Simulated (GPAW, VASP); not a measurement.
Given: the input of a run of VASP 6.6.1 on C. 

Contents of INCAR:

```
SYSTEM = C
ALGO = Fast
EDIFF = 1E-6
ENCUT = 520
GGA = PE
ISIF = 2
ISMEAR = 0
LASPH = .True.
LCHARG = .True.
LELF = .True.
LREAL = .False.
LVHAR = .True.
LWAVE = .False.
NELM = 60
PREC = Accurate
SIGMA = 0.026000000000000002
```

KPOINTS

```
k-points
0
Gamma
  13 13 13
  0 0 0
```

POSCAR

```
C
1.0
    0.0000000000      1.7833700000      1.7833700000
    1.7833700000      0.0000000000      1.7833700000
    1.7833700000      1.7833700000      0.0000000000
C
2
Direct
    0.7500000000      0.7500000000      0.7500000000
    0.5000000000      0.5000000000      0.5000000000
```

Potentials or basis: VASP PAW PBE potentials, release 64 (C).

The run is started by

```bash
$ cat potpaw_PBE.64/C/POTCAR > POTCAR
$ mpirun -np 1 vasp_std > vasp.out
```

Q: Translate it to GPAW 26.7.0 (ASE script). Potentials or basis there: GPAW PAW data sets (gpaw-data 1.2.1), cutoff 800 eV.

A: As run (cutoffs and basis follow the program's own potentials, and thresholds, step limits or extra output files can differ):

File run.py:

```python
from ase.dft.bandgap import bandgap
from ase.io import read, write
from ase.units import GPa
from gpaw import GPAW, PW

atoms = read('C.xyz')

calc = GPAW(mode=PW(800),
            xc='PBE',
            kpts={'size': (13, 13, 13), 'gamma': True},
            occupations={'name': 'methfessel-paxton', 'order': 0, 'width': 0.026000000000000002},
            nbands=11,
            convergence={'density': 1e-05, 'energy': 1e-05},
            maxiter=150,
            txt='gpaw.txt')
atoms.calc = calc
energy = atoms.get_potential_energy()
forces = atoms.get_forces()
stress = atoms.get_stress()
calc.write('gs.gpw')
write('result.traj', atoms)
print(f'Energy: {energy:.6f} eV')
print('Forces (eV/A):')
print(forces.round(4))
print('Stress (GPa):', (stress / GPa).round(3))
print('Fermi level:', round(calc.get_fermi_level(), 4), 'eV')
print(f'Gap: {bandgap(calc)[0]:.4f} eV, direct: {bandgap(calc, direct=True)[0]:.4f} eV')
```

The input C.xyz:

```xyz
2
Lattice="0.0000000000 1.7833700000 1.7833700000 1.7833700000 0.0000000000 1.7833700000 1.7833700000 1.7833700000 0.0000000000" Properties=species:S:1:pos:R:3 pbc="T T T"
C      2.6750550000      2.6750550000      2.6750550000
C      1.7833700000      1.7833700000      1.7833700000
```

Potentials or basis: GPAW PAW data sets (gpaw-data 1.2.1), pw.

The run is started by

```console
$ OMP_NUM_THREADS=1 python run.py
```

Both were run:

|  | VASP | GPAW |
| --- | --- | --- |
| Pressure | 2.5 GPa | 1.4 GPa |

Pressure is positive in compression.
